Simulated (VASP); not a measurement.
A run of VASP 6.6.1 is set up as follows.

INCAR

```
  ALGO = Fast
  EDIFF = 1E-6
  ENCUT = 520
  GGA = PE
  ISIF = 2
  ISMEAR = 0
  LASPH = T
  LCHARG = F
  LREAL = F
  LWAVE = F
  NBANDS = 26
  NELM = 100
  PREC = Accurate
  SIGMA = 0.01
```

The input KPOINTS:

```
k-points
0
Gamma
  9 9 6
```

POSCAR

```
ZnO
1.0
    3.2794860007      0.0000000000      0.0000000000
   -1.6397430004      2.8401181880      0.0000000000
    0.0000000000      0.0000000000      5.2932739909
Zn O
2 2
Direct
    0.3333333333      0.6666666667      0.4999685879
    0.6666666667      0.3333333333     -0.0000314121
    0.6666666667      0.3333333333      0.3790414121
    0.3333333333      0.6666666667      0.8790414121
```

Potentials or basis: VASP PAW PBE potentials, release 64 (Zn, O).

The run is started by

```console
$ cat potpaw_PBE.64/Zn/POTCAR potpaw_PBE.64/O/POTCAR > POTCAR
$ mpirun -np 1 vasp_std > vasp.out
```

**Question.** Estimate the band gap on the k mesh.

**Answer.** 0.73 eV, direct.

**Question.** Estimate the pressure.

**Answer.** 0.9 GPa.
